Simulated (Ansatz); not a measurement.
## TiSi in Ansatz: the effect of functional

The system is TiSi.

```xyz
2
Lattice="1.8518 -2.1592 0.0000 1.8518 2.1592 0.0000 0.0000 0.0000 3.8785" Properties=species:S:1:pos:R:3 pbc="T T T"
Ti    1.8518    0.0000    0.0000
Si    0.0000    0.0000    1.9393
```

The cell comes from a database or a generator and needn't be the stable form of this composition.

The cell isn't the ideal one: volume scaled by 1.06.

Alike in all runs:

```yaml
Program: Ansatz 0.2.0
Task: single point
Potentials_or_basis: Ansatz PAW
k_mesh: 10 × 10 × 7
Occupations: fermi-dirac, width 0.05 eV
Spin: no spin polarisation
```

Question: One run gave: pressure -14.1 GPa. Which functional did it use?
A. r2SCAN
B. LDA
C. PBEsol

Answer: B.

```tsv
functional	cutoff	pressure (GPa)
LDA	420 eV (not typed: the program's choice for these potentials)	-14.1
PBEsol	420 eV (not typed: the program's choice for these potentials)	-11.0
r2SCAN	500 eV (not typed: the program's choice for these potentials)	-8.9
```

Caveats: the PAW data sets come from PBE, with cores solved anew for the run's functional, which leaves a small shift of forces and pressure.
